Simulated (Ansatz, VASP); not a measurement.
## Cross-check of Al36N35 (V_N) between VASP and Ansatz

One calculation is typed for both programs; each brings its own data sets. How far apart do they land? The structure shown is the start of the Ansatz relaxation below; VASP solves that cell, so the two are compared at the walk's first step.

Method: plane waves, with VASP 6.6.1 beside it; single point at r2SCAN, in Ansatz 0.2.0.

## (1) The structure

The cell holds 71 atoms: 36 Al and 35 N. Cell: a = 9.320 Å, b = 9.320 Å, c = 9.956 Å, α = 90.0°, β = 90.0°, γ = 120.0°. It derives from AlN (AlN (P6_3mc)). Nearest the centre at fractional (0.556, 0.444, 0.440): Al18 at 1.86 Å, Al14 at 1.89 Å, Al30 at 1.90 Å, Al17 at 1.95 Å, Al19 at 3.03 Å, N65 at 3.05 Å, N67 at 3.05 Å, N53 at 3.06 Å. The cell carries charge −1.

Structure file:

```xyz
71
Lattice="9.3196 0.0000 0.0000 -4.6598 8.0710 0.0000 0.0000 0.0000 9.9565" Properties=species:S:1:pos:R:3 pbc="T T T"
Al    1.5148    0.8998    2.5169
Al   -0.0026    1.8127    4.9281
Al    1.5691    0.8749    7.4213
Al    0.0255    1.7756    0.0351
Al    0.0313    3.5578    2.4595
Al   -1.5301    4.4405    4.9652
Al    0.0268    3.5887    7.4212
Al   -1.5778    4.5270    0.0021
Al   -1.5737    6.2722    2.5305
Al   -3.0728    7.1895    4.9407
Al   -1.5544    6.2277    7.4682
Al   -3.0858    7.1444    9.9181
Al    4.6241    0.9223    2.5092
Al    3.1399    1.8006    5.0108
Al    4.6781    0.8623    7.4946
Al    3.0724    1.7586    9.9421
Al    3.0937    3.5960    2.4377
Al    1.5788    4.4564    5.0073
Al    3.1094    3.5839    7.4136
Al    1.5273    4.5266    9.9521
Al    1.5086    6.2999    2.4855
Al   -0.0165    7.1297    4.9586
Al    1.5609    6.3268    7.4622
Al   -0.0373    7.1411    9.9492
Al    7.7807    0.8982    2.4373
Al    6.1757    1.7944    5.0075
Al    7.7286    0.8672    7.4491
Al    6.2228    1.7973    9.9036
Al    6.2026    3.6307    2.4630
Al    4.6522    4.5330    4.9684
Al    6.2563    3.5855    7.4884
Al    4.6346    4.4540    9.9214
Al    4.6465    6.2342    2.5064
Al    3.0691    7.1648    5.0061
Al    4.6659    6.2468    7.4244
Al    3.0787    7.2149    9.9438
N     1.5056    0.9001    4.3994
N    -0.0016    1.8355    1.9229
N     1.6030    0.8978    9.3685
N     0.0350    1.8139    6.9032
N    -0.0431    3.5767    4.4080
N    -1.5649    4.4383    1.8788
N    -0.0050    3.6364    9.3696
N    -1.5738    4.4916    6.9189
N    -1.5560    6.2518    4.4276
N    -3.1350    7.1365    1.9121
N    -1.5614    6.3112    9.3271
N    -3.0855    7.1376    6.8471
N     4.6295    0.8897    4.4240
N     3.0579    1.8040    1.9012
N     4.6691    0.8481    9.3564
N     3.1364    1.7719    6.9076
N     1.5365    4.4373    1.9027
N     3.0612    3.5973    9.3814
N     1.5195    4.4995    6.8405
N     1.5905    6.2629    4.4149
N     0.0325    7.1699    1.9335
N     1.5284    6.2387    9.3827
N     0.0092    7.2185    6.8952
N     7.7763    0.8983    4.3358
N     6.2093    1.8294    1.8610
N     7.7202    0.8854    9.3788
N     6.2300    1.8330    6.8995
N     6.2391    3.6118    4.3501
N     4.6395    4.4382    1.8943
N     6.2294    3.6072    9.4058
N     4.6875    4.4847    6.8323
N     4.6164    6.2647    4.3634
N     3.0959    7.2063    1.9325
N     4.7041    6.2671    9.3422
N     3.0782    7.1579    6.9117
```

## (2) Ansatz: relaxation, r2SCAN

Ansatz runs on its PAW soft_1 files.

The two programs are compared at the cell with which this relaxation starts, whose forces are those of its first step.

input.yaml reads:

```yaml
crystal:
  lattice:
    - [9.31956554, 9.0e-08, 0.0]
    - [-4.65978284, 8.07098046, 0.0]
    - [0.0, 0.0, 9.95647772]
  atoms:
    - { symbol: Al, position: [0.22222222, 0.11111111, 0.24960167] }
    - { symbol: Al, position: [0.11111111, 0.22222222, 0.49960167] }
    - { symbol: "N", position: [0.22222222, 0.11111111, 0.44039833] }
    - { symbol: "N", position: [0.11111111, 0.22222222, 0.19039833] }
    - { symbol: Al, position: [0.22222222, 0.11111111, 0.74960167] }
    - { symbol: Al, position: [0.11111111, 0.22222222, 0.99960167] }
    - { symbol: "N", position: [0.22222222, 0.11111111, 0.94039833] }
    - { symbol: "N", position: [0.11111111, 0.22222222, 0.69039833] }
    - { symbol: Al, position: [0.22222222, 0.44444444, 0.24960167] }
    - { symbol: Al, position: [0.11111111, 0.55555556, 0.49960167] }
    - { symbol: "N", position: [0.22222222, 0.44444444, 0.44039833] }
    - { symbol: "N", position: [0.11111111, 0.55555556, 0.19039833] }
    - { symbol: Al, position: [0.22222222, 0.44444444, 0.74960167] }
    - { symbol: Al, position: [0.11111111, 0.55555556, 0.99960167] }
    - { symbol: "N", position: [0.22222222, 0.44444444, 0.94039833] }
    - { symbol: "N", position: [0.11111111, 0.55555556, 0.69039833] }
    - { symbol: Al, position: [0.22222222, 0.77777778, 0.24960167] }
    - { symbol: Al, position: [0.11111111, 0.88888889, 0.49960167] }
    - { symbol: "N", position: [0.22222222, 0.77777778, 0.44039833] }
    - { symbol: "N", position: [0.11111111, 0.88888889, 0.19039833] }
    - { symbol: Al, position: [0.22222222, 0.77777778, 0.74960167] }
    - { symbol: Al, position: [0.11111111, 0.88888889, 0.99960167] }
    - { symbol: "N", position: [0.22222222, 0.77777778, 0.94039833] }
    - { symbol: "N", position: [0.11111111, 0.88888889, 0.69039833] }
    - { symbol: Al, position: [0.55555556, 0.11111111, 0.24960167] }
    - { symbol: Al, position: [0.44444444, 0.22222222, 0.49960167] }
    - { symbol: "N", position: [0.55555556, 0.11111111, 0.44039833] }
    - { symbol: "N", position: [0.44444444, 0.22222222, 0.19039833] }
    - { symbol: Al, position: [0.55555556, 0.11111111, 0.74960167] }
    - { symbol: Al, position: [0.44444444, 0.22222222, 0.99960167] }
    - { symbol: "N", position: [0.55555556, 0.11111111, 0.94039833] }
    - { symbol: "N", position: [0.44444444, 0.22222222, 0.69039833] }
    - { symbol: Al, position: [0.55555556, 0.44444444, 0.24960167] }
    - { symbol: Al, position: [0.44444444, 0.55555556, 0.49960167] }
    - { symbol: "N", position: [0.44444444, 0.55555556, 0.19039833] }
    - { symbol: Al, position: [0.55555556, 0.44444444, 0.74960167] }
    - { symbol: Al, position: [0.44444444, 0.55555556, 0.99960167] }
    - { symbol: "N", position: [0.55555556, 0.44444444, 0.94039833] }
    - { symbol: "N", position: [0.44444444, 0.55555556, 0.69039833] }
    - { symbol: Al, position: [0.55555556, 0.77777778, 0.24960167] }
    - { symbol: Al, position: [0.44444444, 0.88888889, 0.49960167] }
    - { symbol: "N", position: [0.55555556, 0.77777778, 0.44039833] }
    - { symbol: "N", position: [0.44444444, 0.88888889, 0.19039833] }
    - { symbol: Al, position: [0.55555556, 0.77777778, 0.74960167] }
    - { symbol: Al, position: [0.44444444, 0.88888889, 0.99960167] }
    - { symbol: "N", position: [0.55555556, 0.77777778, 0.94039833] }
    - { symbol: "N", position: [0.44444444, 0.88888889, 0.69039833] }
    - { symbol: Al, position: [0.88888889, 0.11111111, 0.24960167] }
    - { symbol: Al, position: [0.77777778, 0.22222222, 0.49960167] }
    - { symbol: "N", position: [0.88888889, 0.11111111, 0.44039833] }
    - { symbol: "N", position: [0.77777778, 0.22222222, 0.19039833] }
    - { symbol: Al, position: [0.88888889, 0.11111111, 0.74960167] }
    - { symbol: Al, position: [0.77777778, 0.22222222, 0.99960167] }
    - { symbol: "N", position: [0.88888889, 0.11111111, 0.94039833] }
    - { symbol: "N", position: [0.77777778, 0.22222222, 0.69039833] }
    - { symbol: Al, position: [0.88888889, 0.44444444, 0.24960167] }
    - { symbol: Al, position: [0.77777778, 0.55555556, 0.49960167] }
    - { symbol: "N", position: [0.88888889, 0.44444444, 0.44039833] }
    - { symbol: "N", position: [0.77777778, 0.55555556, 0.19039833] }
    - { symbol: Al, position: [0.88888889, 0.44444444, 0.74960167] }
    - { symbol: Al, position: [0.77777778, 0.55555556, 0.99960167] }
    - { symbol: "N", position: [0.88888889, 0.44444444, 0.94039833] }
    - { symbol: "N", position: [0.77777778, 0.55555556, 0.69039833] }
    - { symbol: Al, position: [0.88888889, 0.77777778, 0.24960167] }
    - { symbol: Al, position: [0.77777778, 0.88888889, 0.49960167] }
    - { symbol: "N", position: [0.88888889, 0.77777778, 0.44039833] }
    - { symbol: "N", position: [0.77777778, 0.88888889, 0.19039833] }
    - { symbol: Al, position: [0.88888889, 0.77777778, 0.74960167] }
    - { symbol: Al, position: [0.77777778, 0.88888889, 0.99960167] }
    - { symbol: "N", position: [0.88888889, 0.77777778, 0.94039833] }
    - { symbol: "N", position: [0.77777778, 0.88888889, 0.69039833] }
  host:
    repeats: [3, 3, 2]
    atoms:
      - { symbol: Al, position: [0.66666667, 0.33333333, 0.49920333] }
      - { symbol: Al, position: [0.33333333, 0.66666667, 0.99920333] }
      - { symbol: "N", position: [0.66666667, 0.33333333, 0.88079667] }
      - { symbol: "N", position: [0.33333333, 0.66666667, 0.38079667] }
total_charge: -1
basis:
  ecutwfc: 500
  xc_grid: 2
hamiltonian:
  xc: r2scan
  pseudopotentials: { kind: paw, azcp: { folder: soft_1 } }
kpoints:
  mp_grid: { grid: [1, 1, 1], shift: [0.25, 0.25, 0.25] }
scf:
  occupations: { method: fermi_dirac, width: 0.01 }
  max_iter: 60
output:
  forces: true
  charged_corrections:
    epsilon: [4.49, 4.49, 4.72]
    static_epsilon: [8.15, 8.15, 9.65]
    defect_position: [0.555556, 0.444444, 0.440398]
relax:
  f_tol: 0.02
  max_steps: 80
  random_displacement: { amplitude: 0.05, seed: 6716 }
checkpoint:
  write: "../qm1.relax_smeared.run"
  compress: false
  write_wavefunctions: true
  write_every: 100000
```

Started as:

```console
$ ansatz run input.yaml --threads 4 --pin off --max-ram 7536MiB --backend cpu --events-out ev --progress --plain --runs-dir out
```

Numbers of over 12 decimals in the logs are rounded to 6 here.

Log:

```text
Engine: ansatz 0.2.0, x86_64-unknown-linux-gnu
Pseudopotentials: kind: paw
Pseudopotential: Al, paw, valence charge 3, recommended cutoff 500 eV (meta_gga), soft_1/Al.paw.azcp
Pseudopotential: N, paw, valence charge 5, recommended cutoff 500 eV (meta_gga), soft_1/N.paw.azcp
Functional definition: r2SCAN
  parameter k0 = 0.174
  parameter k1 = 0.065
  parameter a1 = 4.9479
  exchange = r2scan_x(k0 = k0, k1 = k1, a1 = a1)
  correlation = r2scan_c
Crystal: 71 atoms, lattice volume = 748.907 Å³
Basis set: ecut = 500 eV, 18913 PW (Γ), exchange–correlation on 144×144×150 points (8 copies of the dense FFT grid, shifted against one another)
Bands: 213, of which v1, the nominal top of the filled ones, is band 142 counted from 1 (141 counted from 0)
Symmetry: 1 space group operations
k-points: 1
Non-local potential: Al, projectors of the file, l = 0: 2, l = 1: 2, l = 2: 1
Non-local potential: N, projectors of the file, l = 0: 2, l = 1: 2, l = 2: 1
PAW form: soft (Blöchl's): semilocal exchange-correlation on the pseudo side does not see the compensation charge
PAW frozen core: Al, regenerated for the run's functional (the file was generated under x = pbe(κ = 0.804, μ = 0.219515), c = pbe(β = 0.066725))
PAW frozen core: N, regenerated for the run's functional (the file was generated under x = pbe(κ = 0.804, μ = 0.219515), c = pbe(β = 0.066725))
PAW one-centre angular grid: Al, 302 points (default); XC on 160 Gauss nodes
PAW one-centre angular grid: N, 302 points (default); XC on 160 Gauss nodes
Initial density: superposition of atomic densities (chi_scale 0.1, normalization cell, long waves kept (reshape's long-wave potential 0.20 eV rms))
Initial wavefunctions: pseudopotential atomic-orbital guess
Functional: x = r2scan, c = r2scan; τ floored in thin density (d = 2e-4 eV/Å³)
SCF iter   1: F=—  HF=-33053.989327 eV  |F-HF|=—  |Δ(HF+E_count)|=         —  Δρ=1.29e-1  dr2=1.54e2  dr2_τ=1.85e1  ethr=3.10e-3  ⟨swp⟩=6.0  Hψ=830  notcnv=0  defer=53
preconditioner: auto → Resta (q_TF=auto, 2.321 Å⁻¹)  ε∞=3.3  [insulator: Δε(μ)=0.092 eV  Ē_g=14.998 eV  σ=0.010 eV  W_gap=0.98  n_scr=144 (ndim 8)  ℏωp=22.9 eV  f_vac=0.000  D(μ)=4.00/eV (n_scr^D=8)  ε∞_Penn≈3.3]
SCF iter   2: F=—  HF=-33017.421697 eV  |F-HF|=—  |Δ(HF+E_count)|=    3.66e1  Δρ=4.63e-2  dr2=1.16e1  dr2_τ=3.46e0  ethr=3.10e-3  ⟨swp⟩=4.0  Hψ=489  notcnv=0  defer=63
SCF iter   3: F=—  HF=-33020.986258 eV  |F-HF|=—  |Δ(HF+E_count)|=    3.56e0  Δρ=2.50e-2  dr2=3.97e0  dr2_τ=1.69e-1  ethr=3.10e-3  ⟨swp⟩=3.0  Hψ=345  notcnv=0  defer=63
SCF iter   4: F=—  HF=-33021.433339 eV  |F-HF|=—  |Δ(HF+E_count)|=   4.47e-1  Δρ=1.30e-2  dr2=2.32e0  dr2_τ=8.49e-2  ethr=1.40e-3  ⟨swp⟩=4.0  Hψ=282  notcnv=0  defer=63
SCF iter   5: F=—  HF=-33021.166821 eV  |F-HF|=—  |Δ(HF+E_count)|=   2.67e-1  Δρ=5.05e-3  dr2=4.16e-1  dr2_τ=2.74e-3  ethr=8.16e-4  ⟨swp⟩=2.0  Hψ=254  notcnv=0  defer=63
SCF iter   6: F=—  HF=-33021.163914 eV  |F-HF|=—  |Δ(HF+E_count)|=   2.91e-3  Δρ=4.52e-3  dr2=3.36e-1  dr2_τ=1.94e-3  ethr=1.46e-4  ⟨swp⟩=3.0  Hψ=162  notcnv=0  defer=63
SCF iter   7: F=—  HF=-33021.153330 eV  |F-HF|=—  |Δ(HF+E_count)|=   1.06e-2  Δρ=2.65e-3  dr2=1.18e-1  dr2_τ=8.53e-4  ethr=1.18e-4  ⟨swp⟩=2.0  Hψ=151  notcnv=0  defer=63
SCF iter   8: F=—  HF=-33021.150164 eV  |F-HF|=—  |Δ(HF+E_count)|=   3.17e-3  Δρ=1.06e-3  dr2=1.88e-2  dr2_τ=9.44e-5  ethr=4.16e-5  ⟨swp⟩=2.0  Hψ=151  notcnv=0  defer=63
SCF iter   9: F=—  HF=-33021.149807 eV  |F-HF|=—  |Δ(HF+E_count)|=   3.57e-4  Δρ=2.52e-4  dr2=9.19e-4  dr2_τ=1.99e-5  ethr=6.63e-6  ⟨swp⟩=2.0  Hψ=159  notcnv=0  defer=63
SCF iter  10: F=—  HF=-33021.149312 eV  |F-HF|=—  |Δ(HF+E_count)|=   4.95e-4  Δρ=8.26e-5  dr2=9.26e-5  dr2_τ=2.47e-6  ethr=3.24e-7  ⟨swp⟩=2.0  Hψ=214  notcnv=0  defer=63
SCF iter  11: F=—  HF=-33021.149315 eV  |F-HF|=—  |Δ(HF+E_count)|=   2.93e-6  Δρ=3.23e-5  dr2=1.29e-5  dr2_τ=4.16e-7  ethr=3.26e-8  ⟨swp⟩=2.0  Hψ=153  notcnv=0  defer=63
SCF iter  12: F=-33021.149314 eV  HF=-33021.149316 eV  |F-HF|=1.74e-6  |Δ(HF+E_count)|=   1.11e-6  Δρ=1.74e-5  dr2=4.35e-6  dr2_τ=6.69e-8  ethr=3.52e-9  ⟨swp⟩=3.0  Hψ=468  notcnv=0
SCF 1 converged in 12 iterations: F = -33021.149314 eV  dr2 = 4.35e-6
  greatest PAW one-centre occupation: 0.804 electrons in one spin orbital (limit 2), on the N atom at site 65 (counted from 0), in its partial waves of l = 0
relax step   1: F+E_penalty+E_count = -33021.14931447 eV  Δ(F+E_penalty+E_count) = +0.000e0 eV  max|allowed force component| = 1.944e0 eV/Å  Δτ_max = 0.0000 Å  (12 SCF iters, dr2 threshold 1.00e-5 eV, accepted)
Initial density: handed on by an earlier stage of this run
Initial wavefunctions: those handed on with the density
iter 1 solved again at ethr=2.09e-4 eV; its pass at ethr=3.10e-3 eV (dr2=5.95e-1 eV) is discarded
SCF iter   1: F=—  HF=-33023.049460 eV  |F-HF|=—  |Δ(HF+E_count)|=         —  Δρ=7.24e-3  dr2=5.98e-1  dr2_τ=1.12e0  ethr=2.09e-4  ⟨swp⟩=1.0  Hψ=896  notcnv=0  defer=61
[...]
atom  69  Al    -0.00347249     0.00054675    -0.00294657
  atom  70  N      0.00198265    -0.00045252     0.00017180
  atom  71  N      0.00000783     0.00132445    -0.00032722
  max |Σ_I F_I| component: 5.27e-3 eV/Å
--- Charged-cell corrections in eV (Makov–Payne, q = -1.000 e, ε = [8.150, 8.150, 9.650]) ---
  F (periodic)     = -33024.230968  (uncorrected; the corrections below are reported, never added to it)
  E_corr1          = +0.262777  (monopole, q²α_M/2ε̄L, of the cell on which ε is isotropic)
  F Makov-Payne    = -33023.968191  (F + E_corr1; no measured alignment; for a localised charge, not one spread in a band: unchecked)
  no potential alignment in this run, which stands beside a crystal: run the host's input off ansatz write-host-input, and read the two finished runs by ansatz place-levels (neither reads a slab, a wire or a sheet, whose cell leaves a vacuum)
--- Band table (eV) ---
  k-point 0: bands = [... 138 lower, 6.4528, 6.5593, 7.1295, 10.2999, 11.5215, 11.6736, 12.5940, 12.7858, ... 67 higher]
--- Relaxed structure (12 steps of the walk, 10 accepted, 0 SCFs on fresh bases) ---
  F+E_penalty+E_count = -33024.23096845 eV   max|allowed force component| = 1.468e-2 eV/Å
  atoms:
    - { symbol: Al, position: [0.224961, 0.113663, 0.251039] }
    - { symbol: Al, position: [0.111339, 0.222055, 0.500101] }
    - { symbol: N, position: [0.214229, 0.104874, 0.439960] }
    - { symbol: N, position: [0.111028, 0.221979, 0.191295] }
    - { symbol: Al, position: [0.217751, 0.107228, 0.753621] }
    - { symbol: Al, position: [0.109952, 0.221755, 1.001452] }
    - { symbol: N, position: [0.221104, 0.111206, 0.943697] }
    - { symbol: N, position: [0.109102, 0.220602, 0.691897] }
    - { symbol: Al, position: [0.224890, 0.444787, 0.249883] }
    - { symbol: Al, position: [0.110391, 0.555910, 0.499296] }
    - { symbol: N, position: [0.216340, 0.443307, 0.438841] }
    - { symbol: N, position: [0.114890, 0.556499, 0.189200] }
    - { symbol: Al, position: [0.218696, 0.443398, 0.751963] }
    - { symbol: Al, position: [0.110408, 0.555461, 0.999100] }
    - { symbol: N, position: [0.221166, 0.443775, 0.942265] }
    - { symbol: N, position: [0.108895, 0.554839, 0.689957] }
    - { symbol: Al, position: [0.223493, 0.778487, 0.250377] }
    - { symbol: Al, position: [0.110828, 0.887620, 0.500074] }
    - { symbol: N, position: [0.222257, 0.777725, 0.440682] }
    - { symbol: N, position: [0.114832, 0.891229, 0.189564] }
    - { symbol: Al, position: [0.221307, 0.777080, 0.750102] }
    - { symbol: Al, position: [0.110272, 0.888083, 0.999734] }
    - { symbol: N, position: [0.222913, 0.778347, 0.940928] }
    - { symbol: N, position: [0.108858, 0.886268, 0.690781] }
    - { symbol: Al, position: [0.556198, 0.115471, 0.253477] }
    - { symbol: Al, position: [0.432003, 0.232863, 0.509700] }
    - { symbol: N, position: [0.550506, 0.116939, 0.444156] }
    - { symbol: N, position: [0.449438, 0.229946, 0.193485] }
    - { symbol: Al, position: [0.553300, 0.107883, 0.752470] }
    - { symbol: Al, position: [0.446011, 0.225062, 1.000990] }
    - { symbol: N, position: [0.555391, 0.110655, 0.943603] }
    - { symbol: N, position: [0.438108, 0.211976, 0.700186] }
    - { symbol: Al, position: [0.578698, 0.459313, 0.254198] }
    - { symbol: Al, position: [0.436086, 0.530262, 0.506142] }
    - { symbol: N, position: [0.447954, 0.554088, 0.191115] }
    - { symbol: Al, position: [0.548264, 0.439671, 0.743517] }
    - { symbol: Al, position: [0.445729, 0.554625, 0.999558] }
    - { symbol: N, position: [0.556400, 0.445087, 0.936910] }
    - { symbol: N, position: [0.439740, 0.557262, 0.697481] }
    - { symbol: Al, position: [0.556429, 0.774666, 0.253478] }
    - { symbol: Al, position: [0.444249, 0.888412, 0.500552] }
    - { symbol: N, position: [0.551209, 0.768242, 0.444000] }
    - { symbol: N, position: [0.447350, 0.890377, 0.194323] }
    - { symbol: Al, position: [0.553703, 0.777449, 0.751041] }
    - { symbol: Al, position: [0.445187, 0.889120, 1.003395] }
    - { symbol: N, position: [0.555429, 0.778597, 0.942387] }
    - { symbol: N, position: [0.443291, 0.887497, 0.691242] }
[...]
- { symbol: N, position: [0.884922, 0.110133, 0.441364] }
[...]
- { symbol: Al, position: [0.892097, 0.446318, 0.247926] }
    - { symbol: Al, position: [0.767624, 0.553151, 0.480463] }
    - { symbol: N, position: [0.889749, 0.444491, 0.438665] }
    - { symbol: N, position: [0.794229, 0.563342, 0.176428] }
    - { symbol: Al, position: [0.884648, 0.443526, 0.743783] }
    - { symbol: Al, position: [0.780312, 0.556810, 0.991533] }
    - { symbol: N, position: [0.889143, 0.443515, 0.934505] }
    - { symbol: N, position: [0.770365, 0.551765, 0.680095] }
    - { symbol: Al, position: [0.891670, 0.778922, 0.248865] }
    - { symbol: Al, position: [0.775568, 0.886229, 0.498951] }
    - { symbol: N, position: [0.892965, 0.782604, 0.438913] }
    - { symbol: N, position: [0.778956, 0.888899, 0.190262] }
    - { symbol: Al, position: [0.884679, 0.774459, 0.744142] }
    - { symbol: Al, position: [0.777829, 0.888449, 0.999523] }
    - { symbol: N, position: [0.889131, 0.779508, 0.934795] }
    - { symbol: N, position: [0.775549, 0.888128, 0.689854] }
```

In the SCF lines HF is the Harris–Foulkes energy and dr2 the Hartree energy of the density residual, in eV; the loop may stop once dr2 is under the threshold and the program's other checks hold. Hψ counts applications of the Hamiltonian.

(Continued in part 2 of 2.)

[Lines on the potential files, build, host, timing and source positions are cut from VASP's logs without a mark.]

[Logs are printed without paths, hosts, clocks, repeated set-up lines and the standing remarks that a program may print on its own settings, such as how far it seeks lower states.]

[Hosts, paths, dates, database ids (printed as entryN), source tags and the programs' standing remarks are cut or masked in the printed files.]
